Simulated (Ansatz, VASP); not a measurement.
**Sb: VASP beside Ansatz**

INCAR

```
SYSTEM = Sb
  PREC = Accurate
  ENCUT = 520
  EDIFF = 1E-6
  ISMEAR = -1
  SIGMA = 0.05
  LREAL = .False.
  LASPH = .True.
  NELM = 100
  ALGO = Normal
  ISIF = 2
  LWAVE = .False.
  LCHARG = .True.
  GGA = PE
  LELF = .True.
  LVHAR = .True.
  NBANDS = 8
```

Contents of KPOINTS:

```
Automatic mesh
0
Gamma
  13 13 13
  0 0 0
```

POSCAR

```
Sb
1.0
    3.1600000000      0.0000000000      0.0000000000
    0.0000000000      3.1600000000      0.0000000000
    0.0000000000      0.0000000000      3.1600000000
Sb
1
Direct
    0.0000000000      0.0000000000      0.0000000000
```

Input for Ansatz:

```yaml
crystal:
  lattice:
    - [3.16, 0.0, 0.0]
    - [0.0, 3.16, 0.0]
    - [0.0, 0.0, 3.16]
  atoms:
    - { symbol: Sb, position: [0.0, 0.0, 0.0] }
kpoints:
  mp_grid: { grid: [13, 13, 13] }
scf:
  occupations: { method: fermi_dirac, width: 0.05 }
hamiltonian:
  xc: pbe
  pseudopotentials: { kind: all_electron, lapw: { basis_error: 0.001 } }
output:
  forces: true
  stress: true
  eigenvalues: true
basis:
  ecutwfc: 120
```

Alike in both runs: task single point; functional PBE; k mesh 13 × 13 × 13; occupations fermi-dirac, width 0.05 eV; no spin polarisation.

```csv
,VASP,Ansatz
version,VASP 6.6.1,Ansatz 0.2.0
potentials or method,"VASP PAW PBE potentials, release 64 (Sb)","all-electron LAPW, scalar-relativistic"
plane-wave cutoff (eV),520,see its input
```

|  | VASP | Ansatz | Ansatz less VASP |
| --- | --- | --- | --- |
| pressure (GPa) | -2.5 | -2.4 | +0.12 |

Ansatz ran all-electron here, so the differences hold the error of VASP's frozen core and of both bases.

Spin-orbit coupling is left out, which matters for the levels of Sb.
